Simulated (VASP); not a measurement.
Wanted: the native input for a VASP 6.6.1 run.

* Task: relaxation of cell and atoms
* Functional: PBE
* Potentials or basis: VASP PAW PBE potentials, release 64 (Ca_sv, F)
* Cutoff: 600 eV
* k mesh: 8 × 8 × 8
* Occupations: gaussian, width 0.02 eV
* Spin: no spin polarisation
* Dipole correction: no
* Further INCAR settings: ALGO = Fast; EDIFF = 1e-06; IBRION = 2; EDIFFG = -0.005; NSW = 100; ISIF = 3

The structure of CaF2 lies in POSCAR:

```
CaF2
1.0
    0.0000000000      2.7312500000      2.7312500000
    2.7312500000      0.0000000000      2.7312500000
    2.7312500000      2.7312500000      0.0000000000
Ca F
1 2
Direct
    0.0000000000      0.0000000000      0.0000000000
    0.2500000000      0.2500000000      0.2500000000
    0.7500000000      0.7500000000      0.7500000000
```

The input as run:

INCAR

```
SYSTEM = CaF2
PREC = Accurate ; ENCUT = 600
EDIFF = 1E-6 ; ISMEAR = 0
SIGMA = 0.02 ; LREAL = .FALSE.
LASPH = .TRUE. ; NELM = 100
ALGO = Fast ; ISIF = 3
LWAVE = .FALSE. ; LCHARG = .FALSE.
GGA = PE ; IBRION = 2
NSW = 100 ; EDIFFG = -0.005
```

KPOINTS

```
Automatic mesh
0
G
  8 8 8
  0 0 0
```

Potentials or basis: VASP PAW PBE potentials, release 64 (Ca_sv, F).

Run with:

```sh
$ cat potpaw_PBE.64/Ca_sv/POTCAR potpaw_PBE.64/F/POTCAR > POTCAR
$ mpirun -np 1 vasp_std > vasp.out
```

Results of the run:

```json
{
  "Relaxed volume": "13.97 Å³/atom",
  "Relaxed cell": "a = 3.899 Å, b = 3.899 Å, c = 3.899 Å, α = 60.00°, β = 60.00°, γ = 60.00°",
  "Space group after relaxing (to 0.05 Å)": "Fm-3m (No. 225)",
  "Energy gained by relaxing": "2.8 meV/atom",
  "Ionic steps": "2",
  "Pressure after relaxing": "0.0 GPa",
  "Band gap on the k mesh": "7.13 eV, indirect (least direct gap 7.39 eV)"
}
```

Wall time 39 s on 1 thread of Intel(R) Xeon(R) Platinum 8488C (Sapphire Rapids), with other jobs on the host, peak memory 0.19 GiB.
